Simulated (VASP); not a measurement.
A run of VASP 6.6.1 is set up as follows.

Contents of INCAR:

```
SYSTEM = Te2Mo
ALGO = Fast ; EDIFF = 1E-6
ENCUT = 520 ; GGA = PS
ISIF = 2 ; ISMEAR = 0
LASPH = .True. ; LCHARG = .False.
LREAL = .False. ; LWAVE = .False.
NBANDS = 20 ; NELM = 100
PREC = Accurate ; SIGMA = 0.02
```

Contents of KPOINTS:

```
k-points
0
Gamma
  12 12 2
  0 0 0
```

File POSCAR:

```
Te2Mo
1.0
    3.4910750445      0.0000000000      0.0000000000
   -1.7455375222      3.0233596750      0.0000000000
    0.0000000000      0.0000000000     17.5264238512
Te Mo
2 1
Direct
    0.3333333333      0.6666666667      0.8971077571
    0.3333333333      0.6666666667      0.1028922429
    0.0000000000      0.0000000000      0.0000000000
```

Potentials or basis: VASP PAW PBE potentials, release 64 (Te, Mo_sv).

Launch:

```console
$ cat potpaw_PBE.64/Te/POTCAR potpaw_PBE.64/Mo_sv/POTCAR > POTCAR
$ mpirun -np 1 vasp_std > vasp.out
```

(1) Estimate the band gap on the k mesh.

(2) What does it give for the largest force?

Answers

(1) 1.20 eV, direct.

(2) 0.031 eV/Å.

Caveat: the PAW data sets were made with another functional, which shifts forces and pressure a little; spin-orbit coupling is left out, which moves the levels of the heavy elements.
